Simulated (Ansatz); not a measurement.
# ZrS: energy over two strains, part 2 of 2

A grid of calculations on ZrS (Fm-3m, No. 225; 2 atoms in the cell), to see where the energy is lowest and how it rises around there.

Ansatz 0.2.0; DFT PBEsol, scalar-relativistic, plane waves, PAW.

## Step 7: Point (−1.33 %, −7.00 %)

The COD entry's cell or inner coordinates are ideal or old and differ from later refinements, so a difference from it is no clean test against experiment.

Input file input.yaml:

```yaml
crystal:
  lattice:
    - [0.0, 2.7081537772, 2.4025403156]
    - [2.6394359574, 0.0, 2.4025403156]
    - [2.6394359574, 2.7081537772, 0.0]
  atoms:
    - { symbol: Zr, position: [0.0, 0.0, 0.0] }
    - { symbol: S, position: [0.5, 0.5, 0.5] }
basis:
  ecutwfc: 420
kpoints:
  mp_grid: { grid: [16, 16, 16] }
hamiltonian:
  xc: pbesol
  pseudopotentials: { kind: paw, azcp: { folder: soft_1 } }
scf:
  occupations: { method: gaussian, width: 0.15 }
output:
  forces: true
  stress: true
  eigenvalues: true
```

Command:

```console
ansatz run input.yaml --threads 1 --pin off --max-ram 2048MiB --backend cpu --events-out ev --progress --plain --runs-dir out
```

The program printed:

```text
Warning: <dir> the record states the generating functional pbe (its physics header spells it `PBE`), which answers neither for hamiltonian.xc's functional nor for the pbesol family's — results may be inconsistent (PPs are generated against a specific XC)
Warning: <dir> the record states the generating functional pbe (its physics header spells it `PBE`), which answers neither for hamiltonian.xc's functional nor for the pbesol family's — results may be inconsistent (PPs are generated against a specific XC)
Warning: RAYON_NUM_THREADS=1 ignored (pool sized by the plan → 1); use --threads N
Engine: ansatz 0.2.0, aarch64-unknown-linux-gnu
Pseudopotentials: kind: paw
Pseudopotential: Zr, paw, valence charge 12, recommended cutoff 420 eV (normal), <dir>
Pseudopotential: S, paw, valence charge 6, recommended cutoff 420 eV (normal), <dir>
Functional definition: PBEsol
  exchange = pbesol_x
  correlation = pbesol_c
Crystal: 2 atoms, lattice volume = 34.347 Å³
Basis set: ecut = 420 eV, 661 PW (Γ), exchange–correlation on 50×48×54 points (8 copies of the dense FFT grid, shifted against one another)
Bands: 13, of which v1, the nominal top of the filled ones, is band 9 counted from 1 (8 counted from 0)
Symmetry: 8 space group operations
Space group: Fmmm (ITA 69), of the structure as read, at distance tolerance 3.3e-5 Å
k-points: 621 of 4096
Non-local potential: Zr, projectors of the file, l = 0: 3, l = 1: 2, l = 2: 2, l = 3: 1
Non-local potential: S, projectors of the file, l = 0: 2, l = 1: 2, l = 2: 1
PAW form: soft (Blöchl's): semilocal exchange-correlation on the pseudo side does not see the compensation charge
PAW frozen core: Zr, regenerated for the run's functional, and the local potential with it (the file was generated under x = pbe(κ = 0.804, μ = 0.2195149727645171), c = pbe(β = 0.06672455060314922))
PAW frozen core: S, regenerated for the run's functional, and the local potential with it (the file was generated under x = pbe(κ = 0.804, μ = 0.2195149727645171), c = pbe(β = 0.06672455060314922))
PAW one-centre angular grid: Zr, 590 points (default); XC on 64 Gauss nodes
PAW one-centre angular grid: S, 110 points (default); XC on 64 Gauss nodes
Initial density: superposition of atomic densities (chi_scale 0.1, normalization cell, long waves kept (reshape's long-wave potential 0.00 eV rms))
Initial wavefunctions: pseudopotential atomic-orbital guess
Functional: x = pbesol(κ = 0.804, μ = 0.12345679012345678), c = pbesol(β = 0.046)
SCF iter   1: F=—  HF=-5016.463584 eV  |F-HF|=—  |Δ(HF+E_count)|=         —  Δρ=3.24e-2  dr2=4.06e-1  ethr=3.10e-3  ⟨swp⟩=6.1  Hψ=113843  notcnv=0  defer=1
automatic band count: the SCF goes on with 17 bands, as 13 were too few: the levels above may hold too much charge
preconditioner: auto → Kerker (q_TF=auto, 2.450 Å⁻¹)  [metal: Δε(μ)=0.003 eV  Ē_g=11.670 eV  σ=0.150 eV  W_gap=0.01  n_scr=12 (ndim 8)  ℏωp=20.0 eV  f_vac=0.000  D(μ)=1.37/eV (n_scr^D=14)]
SCF iter   2: F=—  HF=-5016.363978 eV  |F-HF|=—  |Δ(HF+E_count)|=   9.96e-2  Δρ=1.60e-2  dr2=8.95e-2  ethr=2.26e-3  ⟨swp⟩=2.0  Hψ=17199  notcnv=0  defer=1325
SCF iter   3: F=—  HF=-5016.332606 eV  |F-HF|=—  |Δ(HF+E_count)|=   3.14e-2  Δρ=2.86e-3  dr2=3.06e-3  ethr=4.97e-4  ⟨swp⟩=2.2  Hψ=12589  notcnv=0  defer=1328
SCF iter   4: F=—  HF=-5016.331825 eV  |F-HF|=—  |Δ(HF+E_count)|=   7.81e-4  Δρ=6.36e-4  dr2=1.44e-4  ethr=1.70e-5  ⟨swp⟩=2.5  Hψ=13875  notcnv=0  defer=1330
SCF iter   5: F=—  HF=-5016.331808 eV  |F-HF|=—  |Δ(HF+E_count)|=   1.74e-5  Δρ=1.01e-4  dr2=3.25e-6  ethr=8.00e-7  ⟨swp⟩=1.7  Hψ=11209  notcnv=0  defer=1330
SCF iter   6: F=—  HF=-5016.331806 eV  |F-HF|=—  |Δ(HF+E_count)|=   2.03e-6  Δρ=2.34e-5  dr2=1.87e-7  ethr=1.80e-8  ⟨swp⟩=2.3  Hψ=13683  notcnv=0  defer=1415
SCF iter   7: F=-5016.331806 eV  HF=-5016.331806 eV  |F-HF|=3.73e-10  |Δ(HF+E_count)|=   5.75e-9  Δρ=2.87e-6  dr2=2.29e-9  ethr=5.56e-10  ⟨swp⟩=10.0  Hψ=55187  notcnv=0
SCF 1 converged in 7 iterations: F = -5016.331806 eV  dr2 = 2.29e-9
SCF converged after 7 iterations
Free energy (F): -5016.331806 eV
Harris-Foulkes:  -5016.331806 eV  (|F-HF|=3.73e-10)
Internal energy: -5016.317786 eV  (E = F + TS)
E sigma→0 (E₀):  -5016.324796 eV
Entropy (-TS):   -0.014020 eV (-7.010 meV/atom)
Fermi energy:    15.244067 eV
--- Per-component energies (eV) ---
  E_band       = -59.545510
  E_kinetic    = 430.055828
  E_local      = -662.653683  (includes V_loc(G=0)·N_el)
  E_nonlocal   = 110.933784
  E_hartree    = 218.698719
  E_xc         = -245.187657
  E_vxc        = -269.688143  (∫ρ·V_xc dr)
  E_paw        = -3502.530216  (= ΣΔE_a)
  E_vpaw       = -105.590304  (= ΣTr[D̂ρ^β])
  E_aug_tail   = -0.000025  (compensation charges beyond the density's cutoff)
  E_ewald      = -1365.862206
  E_core_change = 0.227670  (= ΣΔE_core)
  E_smearing   = -0.014020  (= −TS)
  E_closure    = -0.000000  (closes the sum)
  Σ components = -5016.331806   (vs F -5016.331806, Δ=0.00e0)
--- Forces (eV/Å), atoms counted from 1 ---
  atom   1  Zr     0.00000000     0.00000000    -0.00000000
  atom   2  S      0.00000000     0.00000000     0.00000000
  max |Σ_I F_I| component: 4.73e-30 eV/Å
--- Stress (GPa, compression-positive) ---
       -5.704860       0.000000      -0.000000
        0.000000     -10.357900      -0.000000
       -0.000000      -0.000000      33.298854
  P = ⅓ Tr σ = 5.7454 GPa (57.454 kbar)
--- Band table (eV; the first three rows and the last of 621) ---
  k-point 0: bands = ["-34.4223", "-12.5250", "-12.4051", "-12.3940", "-0.7785", "11.6528", "11.7055", "12.1331", "13.3245", "13.6148", "14.1421", "14.3865", "14.6265", "18.2409", "22.5433", "26.9370", "28.5029"]
  k-point 1: bands = ["-34.4210", "-12.5343", "-12.4123", "-12.3988", "-0.7194", "11.3503", "11.4411", "11.8245", "13.5038", "13.7616", "14.4307", "14.6456", "14.7511", "18.4855", "22.7244", "26.7114", "28.1689"]
  k-point 2: bands = ["-34.4172", "-12.5672", "-12.4301", "-12.4081", "-0.5479", "10.6474", "10.9416", "11.2102", "13.8467", "14.0558", "14.7309", "15.2096", "15.5163", "19.1299", "23.1844", "26.1362", "27.3494"]
  k-point 620: bands = ["-34.3661", "-12.8725", "-12.6045", "-12.5584", "0.1501", "9.6251", "10.4892", "10.5047", "11.6272", "16.2227", "17.4965", "17.7876", "18.3574", "19.2361", "23.6275", "26.2455", "27.8728"]
```

Run time: 33 s. Hardware: 1 thread of Arm Neoverse N1, shared host; peak memory 0.55 GiB.

Energy on the map's scale: 151 meV/atom.

## Step 8: Grid point (−1.33 %, 0.00 %)

input.yaml, as its differences from that of step 7:

```diff
@@ -2,5 +2,5 @@
   lattice:
-    - [0.0, 2.7081537772, 2.4025403156]
-    - [2.6394359574, 0.0, 2.4025403156]
-    - [2.6394359574, 2.7081537772, 0.0]
+    - [0.0, 2.6177355933, 2.5833766834]
+    - [2.5490177735, 0.0, 2.5833766834]
+    - [2.5490177735, 2.6177355933, 0.0]
   atoms:
```

Command:

```console
ansatz run input.yaml --threads 1 --pin off --max-ram 2048MiB --backend cpu --events-out ev --progress --plain --runs-dir out
```

The program printed:

```text
Warning: <dir> the record states the generating functional pbe (its physics header spells it `PBE`), which answers neither for hamiltonian.xc's functional nor for the pbesol family's — results may be inconsistent (PPs are generated against a specific XC)
Warning: <dir> the record states the generating functional pbe (its physics header spells it `PBE`), which answers neither for hamiltonian.xc's functional nor for the pbesol family's — results may be inconsistent (PPs are generated against a specific XC)
Warning: RAYON_NUM_THREADS=1 ignored (pool sized by the plan → 1); use --threads N
[... 7 set-up lines as earlier in the session ...]
Crystal: 2 atoms, lattice volume = 34.476 Å³
Basis set: ecut = 420 eV, 669 PW (Γ), exchange–correlation on 50×50×50 points (8 copies of the dense FFT grid, shifted against one another)
Bands: 13, of which v1, the nominal top of the filled ones, is band 9 counted from 1 (8 counted from 0)
[... 2 set-up lines as earlier in the session ...]
k-points: 621 of 4096
[... 10 set-up lines as earlier in the session ...]
SCF iter   1: F=—  HF=-5016.718447 eV  |F-HF|=—  |Δ(HF+E_count)|=         —  Δρ=2.90e-2  dr2=3.37e-1  ethr=3.10e-3  ⟨swp⟩=6.1  Hψ=112253  notcnv=0  defer=1
automatic band count: the SCF goes on with 17 bands, as 13 were too few: the levels above may hold too much charge
preconditioner: auto → Kerker (q_TF=auto, 2.448 Å⁻¹)  [metal: Δε(μ)=0.003 eV  Ē_g=11.571 eV  σ=0.150 eV  W_gap=0.01  n_scr=12 (ndim 8)  ℏωp=20.0 eV  f_vac=0.000  D(μ)=1.17/eV (n_scr^D=14)]
SCF iter   2: F=—  HF=-5016.639882 eV  |F-HF|=—  |Δ(HF+E_count)|=   7.86e-2  Δρ=1.30e-2  dr2=5.54e-2  ethr=1.87e-3  ⟨swp⟩=1.9  Hψ=16845  notcnv=0  defer=1316
SCF iter   3: F=—  HF=-5016.622917 eV  |F-HF|=—  |Δ(HF+E_count)|=   1.70e-2  Δρ=2.57e-3  dr2=1.62e-3  ethr=3.08e-4  ⟨swp⟩=2.1  Hψ=11653  notcnv=0  defer=1316
SCF iter   4: F=—  HF=-5016.622500 eV  |F-HF|=—  |Δ(HF+E_count)|=   4.17e-4  Δρ=4.32e-4  dr2=6.74e-5  ethr=9.01e-6  ⟨swp⟩=2.2  Hψ=11361  notcnv=0  defer=1316
SCF iter   5: F=—  HF=-5016.622498 eV  |F-HF|=—  |Δ(HF+E_count)|=   2.33e-6  Δρ=9.73e-5  dr2=3.44e-6  ethr=3.74e-7  ⟨swp⟩=1.8  Hψ=11228  notcnv=0  defer=1389
SCF iter   6: F=—  HF=-5016.622498 eV  |F-HF|=—  |Δ(HF+E_count)|=   1.81e-7  Δρ=2.16e-5  dr2=2.00e-7  ethr=1.91e-8  ⟨swp⟩=2.5  Hψ=13673  notcnv=0  defer=1394
SCF iter   7: F=-5016.622498 eV  HF=-5016.622498 eV  |F-HF|=3.85e-10  |Δ(HF+E_count)|=   3.27e-8  Δρ=2.73e-6  dr2=1.87e-9  ethr=5.56e-10  ⟨swp⟩=10.0  Hψ=55752  notcnv=0
SCF 1 converged in 7 iterations: F = -5016.622498 eV  dr2 = 1.87e-9
SCF converged after 7 iterations
Free energy (F): -5016.622498 eV
Harris-Foulkes:  -5016.622498 eV  (|F-HF|=3.85e-10)
Internal energy: -5016.609385 eV  (E = F + TS)
E sigma→0 (E₀):  -5016.615941 eV
Entropy (-TS):   -0.013113 eV (-6.556 meV/atom)
Fermi energy:    15.246586 eV
--- Per-component energies (eV) ---
  E_band       = -60.574065
  E_kinetic    = 428.511725
  E_local      = -655.404570  (includes V_loc(G=0)·N_el)
  E_nonlocal   = 110.631364
  E_hartree    = 215.124388
  E_xc         = -244.767564
  E_vxc        = -269.146410  (∫ρ·V_xc dr)
  E_paw        = -3502.376142  (= ΣΔE_a)
  E_vpaw       = -105.414654  (= ΣTr[D̂ρ^β])
  E_aug_tail   = -0.000024  (compensation charges beyond the density's cutoff)
  E_ewald      = -1368.556233
  E_core_change = 0.227670  (= ΣΔE_core)
  E_smearing   = -0.013113  (= −TS)
  E_closure    = -0.000000  (closes the sum)
  Σ components = -5016.622498   (vs F -5016.622498, Δ=0.00e0)
--- Forces (eV/Å), atoms counted from 1 ---
  atom   1  Zr     0.00000000     0.00000000    -0.00000000
  atom   2  S     -0.00000000     0.00000000    -0.00000000
  max |Σ_I F_I| component: 6.31e-30 eV/Å
--- Stress (GPa, compression-positive) ---
        4.453514       0.000000      -0.000000
        0.000000      -3.702708      -0.000000
       -0.000000      -0.000000      -0.153995
  P = ⅓ Tr σ = 0.1989 GPa (1.989 kbar)
--- Band table (eV; the first three rows and the last of 621) ---
  k-point 0: bands = ["-34.5227", "-12.5326", "-12.5211", "-12.5110", "-0.7887", "11.7014", "11.7401", "11.7867", "13.6356", "13.7808", "13.9256", "14.4406", "14.5355", "17.4864", "22.3932", "27.6523", "27.8553"]
  k-point 1: bands = ["-34.5214", "-12.5436", "-12.5261", "-12.5150", "-0.7327", "11.3939", "11.4883", "11.5348", "13.7633", "13.8964", "14.0286", "14.7306", "14.8405", "17.7239", "22.5763", "27.3737", "27.6121"]
  k-point 2: bands = ["-34.5177", "-12.5894", "-12.5311", "-12.5209", "-0.5705", "10.6488", "10.9928", "11.0285", "14.0330", "14.1441", "14.2471", "15.4565", "15.5927", "18.3501", "23.0569", "26.6265", "27.0118"]
  k-point 620: bands = ["-34.4784", "-12.8536", "-12.6762", "-12.6305", "0.1052", "8.9258", "10.7666", "10.8001", "11.5687", "15.7601", "17.7005", "17.8950", "18.2271", "18.9149", "23.9578", "26.8140", "27.0249"]
```

Run time: 37 s. Hardware: 1 thread of Arm Neoverse N1, shared host; peak memory 0.55 GiB.

On the map this point reads 6 meV/atom.

## Step 9: Grid point (−1.33 %, 4.67 %)

input.yaml, as its differences from that of step 8:

```diff
@@ -2,5 +2,5 @@
   lattice:
-    - [0.0, 2.6177355933, 2.5833766834]
-    - [2.5490177735, 0.0, 2.5833766834]
-    - [2.5490177735, 2.6177355933, 0.0]
+    - [0.0, 2.5574137477, 2.7040203745]
+    - [2.488695928, 0.0, 2.7040203745]
+    - [2.488695928, 2.5574137477, 0.0]
   atoms:
```

Command:

```console
ansatz run input.yaml --threads 1 --pin off --max-ram 2048MiB --backend cpu --events-out ev --progress --plain --runs-dir out
```

The program printed:

```text
[... 35 lines left out ...]
SCF 1 converged in 7 iterations: F = -5016.521708 eV  dr2 = 2.03e-9
SCF converged after 7 iterations
Free energy (F): -5016.521708 eV
Harris-Foulkes:  -5016.521708 eV  (|F-HF|=3.92e-10)
Internal energy: -5016.507597 eV  (E = F + TS)
E sigma→0 (E₀):  -5016.514653 eV
Entropy (-TS):   -0.014110 eV (-7.055 meV/atom)
Fermi energy:    15.241737 eV
--- Per-component energies (eV) ---
  E_band       = -60.172902
  E_kinetic    = 429.105514
  E_local      = -658.458333  (includes V_loc(G=0)·N_el)
  E_nonlocal   = 110.748891
  E_hartree    = 216.638572
  E_xc         = -244.937762
  E_vxc        = -269.366075  (∫ρ·V_xc dr)
  E_paw        = -3502.433767  (= ΣΔE_a)
  E_vpaw       = -105.479880  (= ΣTr[D̂ρ^β])
  E_aug_tail   = -0.000025  (compensation charges beyond the density's cutoff)
  E_ewald      = -1367.398358
  E_core_change = 0.227670  (= ΣΔE_core)
  E_smearing   = -0.014110  (= −TS)
  E_closure    = -0.000000  (closes the sum)
  Σ components = -5016.521708   (vs F -5016.521708, Δ=0.00e0)
--- Forces (eV/Å), atoms counted from 1 ---
  atom   1  Zr     0.00000000     0.00000000     0.00000000
  atom   2  S      0.00000000     0.00000000     0.00000000
  max |Σ_I F_I| component: 1.58e-30 eV/Å
--- Stress (GPa, compression-positive) ---
       14.189085       0.000000       0.000000
        0.000000       3.110191       0.000000
        0.000000       0.000000     -10.158443
  P = ⅓ Tr σ = 2.3803 GPa (23.803 kbar)
--- Band table (eV; the first three rows and the last of 621) ---
  k-point 0: bands = ["-34.4827", "-12.5215", "-12.4895", "-12.4548", "-0.7859", "11.6398", "11.7843", "11.9007", "13.3005", "13.9199", "14.1890", "14.2122", "14.6168", "17.7836", "22.4561", "27.3999", "27.8502"]
  k-point 1: bands = ["-34.4814", "-12.5310", "-12.4955", "-12.4598", "-0.7287", "11.3622", "11.5010", "11.6246", "13.4734", "14.0235", "14.2783", "14.4892", "14.9415", "18.0211", "22.6390", "27.1289", "27.5885"]
  k-point 2: bands = ["-34.4777", "-12.5715", "-12.5033", "-12.4696", "-0.5628", "10.6569", "10.9737", "11.0837", "13.8130", "14.2444", "14.4482", "15.2118", "15.7293", "18.6483", "23.1139", "26.3954", "26.9941"]
  k-point 620: bands = ["-34.4455", "-12.7702", "-12.6347", "-12.5844", "0.0442", "8.6720", "10.9970", "11.0714", "11.5299", "15.5672", "17.7654", "17.8719", "18.3276", "18.9715", "24.1664", "26.8796", "27.1643"]
```

Wall time 34 s (1 thread of Arm Neoverse N1, shared host); peak memory 0.55 GiB.

Energy on the map's scale: 56 meV/atom.

## Step 10: Grid point (−1.33 %, −4.67 %)

input.yaml, as its differences from that of step 9:

```diff
@@ -2,5 +2,5 @@
   lattice:
-    - [0.0, 2.5574137477, 2.7040203745]
-    - [2.488695928, 0.0, 2.7040203745]
-    - [2.488695928, 2.5574137477, 0.0]
+    - [0.0, 2.6780574388, 2.4627329923]
+    - [2.6093396191, 0.0, 2.4627329923]
+    - [2.6093396191, 2.6780574388, 0.0]
   atoms:
```

Command:

```console
ansatz run input.yaml --threads 1 --pin off --max-ram 2048MiB --backend cpu --events-out ev --progress --plain --runs-dir out
```

The program printed:

```text
[... 35 lines left out ...]
SCF 1 converged in 7 iterations: F = -5016.502991 eV  dr2 = 1.86e-9
SCF converged after 7 iterations
Free energy (F): -5016.502991 eV
Harris-Foulkes:  -5016.502991 eV  (|F-HF|=3.13e-10)
Internal energy: -5016.488931 eV  (E = F + TS)
E sigma→0 (E₀):  -5016.495961 eV
Entropy (-TS):   -0.014060 eV (-7.030 meV/atom)
Fermi energy:    15.248578 eV
--- Per-component energies (eV) ---
  E_band       = -60.121828
  E_kinetic    = 429.172523
  E_local      = -658.583325  (includes V_loc(G=0)·N_el)
  E_nonlocal   = 110.761839
  E_hartree    = 216.699022
  E_xc         = -244.949281
  E_vxc        = -269.380961  (∫ρ·V_xc dr)
  E_paw        = -3502.441959  (= ΣΔE_a)
  E_vpaw       = -105.489746  (= ΣTr[D̂ρ^β])
  E_aug_tail   = -0.000025  (compensation charges beyond the density's cutoff)
  E_ewald      = -1367.375395
  E_core_change = 0.227670  (= ΣΔE_core)
  E_smearing   = -0.014060  (= −TS)
  E_closure    = 0.000000  (closes the sum)
  Σ components = -5016.502991   (vs F -5016.502991, Δ=0.00e0)
--- Forces (eV/Å), atoms counted from 1 ---
  atom   1  Zr     0.00000000     0.00000000    -0.00000000
  atom   2  S      0.00000000     0.00000000     0.00000000
  max |Σ_I F_I| component: 3.94e-31 eV/Å
--- Stress (GPa, compression-positive) ---
       -2.987562       0.000000       0.000000
        0.000000      -8.486427       0.000000
        0.000000       0.000000      19.167292
  P = ⅓ Tr σ = 2.5644 GPa (25.644 kbar)
--- Band table (eV; the first three rows and the last of 621) ---
  k-point 0: bands = ["-34.4779", "-12.5336", "-12.4687", "-12.4533", "-0.7851", "11.6591", "11.7206", "11.9574", "13.4120", "13.7027", "14.2750", "14.3258", "14.4959", "17.8266", "22.4585", "27.2191", "28.1506"]
  k-point 1: bands = ["-34.4766", "-12.5425", "-12.4755", "-12.4582", "-0.7278", "11.3662", "11.4599", "11.6731", "13.5715", "13.8322", "14.3818", "14.5722", "14.8194", "18.0664", "22.6410", "26.9757", "27.8648"]
  k-point 2: bands = ["-34.4728", "-12.5777", "-12.4897", "-12.4668", "-0.5616", "10.6512", "10.9618", "11.1097", "13.8898", "14.1013", "14.5306", "15.2880", "15.6055", "18.6990", "23.1141", "26.3331", "27.1653"]
  k-point 620: bands = ["-34.4258", "-12.8779", "-12.6480", "-12.6017", "0.1414", "9.3412", "10.5783", "10.5794", "11.6061", "16.0431", "17.5816", "17.8464", "18.2635", "19.0817", "23.7276", "26.4032", "27.4968"]
```

Wall time 33 s (1 thread of Arm Neoverse N1, shared host); peak memory 0.55 GiB.

Energy on the map's scale: 66 meV/atom.

## Step 11: All points together

28 points were computed, 21 more follow by symmetry. Energies in meV/atom, from the relaxed crystal:

```
strain +e along z and -e/2 along x and y (%) ↓, strain +e along x and -e along y (%) →  −4.00  −2.67  −1.33  0.00  1.33  2.67  4.00
                                                                                  7.00    190    141    112   103   112   141   190
                                                                                  4.67    123     81     56    48    56    81   123
                                                                                  2.33     77     41     20    12    20    41    77
                                                                                  0.00     54     24      6     0     6    24    54
                                                                                 −2.33     58     34     19    14    19    34    58
                                                                                 −4.67     97     77     66    62    66    77    97
                                                                                 −7.00    176    160    151   148   151   160   176
```

On the same grid, pressure (GPa):

```tsv
strain +e along z and -e/2 along x and y (%) ↓, strain +e along x and -e along y (%) →	−4.00	−2.67	−1.33	0.00	1.33	2.67	4.00
7.00	7.5	5.9	4.9	4.6	4.9	5.9	7.5
4.67	4.7	3.3	2.4	2.1	2.4	3.3	4.7
2.33	2.9	1.6	0.8	0.5	0.8	1.6	2.9
0.00	2.2	0.9	0.2	0.0	0.2	0.9	2.2
−2.33	2.6	1.4	0.8	0.5	0.8	1.4	2.6
−4.67	4.2	3.2	2.6	2.4	2.6	3.2	4.2
−7.00	7.2	6.3	5.7	5.6	5.7	6.3	7.2
```

## Step 12: Results

What follows sums up all 2 parts.

| quantity | value |
| --- | --- |
| lowest point | (0.00 %, 0.00 %), 0 meV/atom |
| highest computed point | (−4.00 %, 7.00 %), 190 meV/atom above the lowest |
| pressure (GPa) | 0.0 at (0.00 %, 0.00 %) to 7.5 at (−4.00 %, 7.00 %); 0.0 at the lowest point |
| time for all points | 15 min on 1 thread, shared host |

The lowest computed point is at (0.00 %, 0.00 %), which is the relaxed crystal itself. No other kind of well shows on this grid. The highest computed point, (−4.00 %, 7.00 %), lies 190 meV/atom above the lowest. Round the minimum the two coordinates are nearly uncoupled. The curvatures of the interpolated surface at the minimum, over the volume, give stiffnesses of about 600 and 460 GPa for the two patterns (per unit amplitude as drawn, so not the usual moduli); on a grid this wide they are rough.
